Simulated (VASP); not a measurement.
Set up this calculation in VASP 6.6.1, as the native input.

```yaml
Task: relaxation of cell and atoms
Functional: PBE
Potentials_or_basis: VASP PAW PBE potentials, release 64 (Zr_sv, C)
Cutoff: 520 eV
k_mesh: 10 × 10 × 10
Occupations: gaussian, width 0.1 eV
Spin: no spin polarisation
Further_INCAR_settings: ALGO = Normal; EDIFF = 1e-07; IBRION = 2; EDIFFG = -0.002; NSW = 80; ISIF = 3
```

The structure of ZrC lies in POSCAR:

```
ZrC
1.0
    0.0000000000      2.3650000000      2.3650000000
    2.3650000000      0.0000000000      2.3650000000
    2.3650000000      2.3650000000      0.0000000000
Zr C
1 1
Direct
    0.5000000000      0.5000000000      0.5000000000
    0.0000000000      0.0000000000      0.0000000000
```

One way to write it, as run:

INCAR

```
PREC = Accurate ; ENCUT = 520
EDIFF = 1E-7 ; ISMEAR = 0
SIGMA = 0.1 ; LREAL = F
LASPH = T ; NELM = 80
ALGO = Normal ; ISIF = 3
LWAVE = F ; LCHARG = F
GGA = PE ; IBRION = 2
NSW = 80 ; EDIFFG = -0.002
```

KPOINTS

```
Automatic mesh
0
Gamma
  10 10 10
```

Potentials or basis: VASP PAW PBE potentials, release 64 (Zr_sv, C).

Run with:

```sh
$ cat potpaw_PBE.64/Zr_sv/POTCAR potpaw_PBE.64/C/POTCAR > POTCAR
$ mpirun -np 1 vasp_std > vasp.out
```

It gave:

- Relaxed volume: 13.06 Å³/atom
- Relaxed cell: a = 3.331 Å, b = 3.331 Å, c = 3.331 Å, α = 60.00°, β = 60.00°, γ = 60.00°
- Space group after relaxing (to 0.05 Å): Fm-3m (No. 225)
- Energy gained by relaxing: 1.4 meV/atom
- Ionic steps: 3
- Pressure after relaxing: 0.0 GPa
- Band gap on the k mesh: none (metal or under the smearing width)

It took 51 s on 1 thread of Intel(R) Xeon(R) Platinum 8259CL CPU @ 2.50GHz (Skylake/Cascade Lake), with other jobs on the host, peak memory 0.17 GiB.
